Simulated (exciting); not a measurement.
Crystal: NaCl.

```
CELL_PARAMETERS angstrom
0.00000 2.79406 2.79406
2.79406 0.00000 2.79406
2.79406 2.79406 0.00000
ATOMIC_POSITIONS crystal
Cl 0.50000 0.50000 0.50000
Na 0.00000 0.00000 0.00000
```

The cell is a database's computed one.

Base run:

```yaml
Program: exciting (release sodium)
Functional: LDA
Potentials_or_basis: all-electron LAPW+lo, shipped species files, valence relativity iora*
rgkmax: 7.5
k_mesh: 8 × 8 × 8
Occupations: fermi-dirac, width 0.05 eV
Spin: no spin polarisation
```

Its results: band gap on the k mesh 4.80 eV, direct.

**Question.** The run is repeated on the same cell with these changes: functional from LDA to PBEsol. What comes out?

**Answer.** Band gap on the k mesh 5.05 eV, direct.
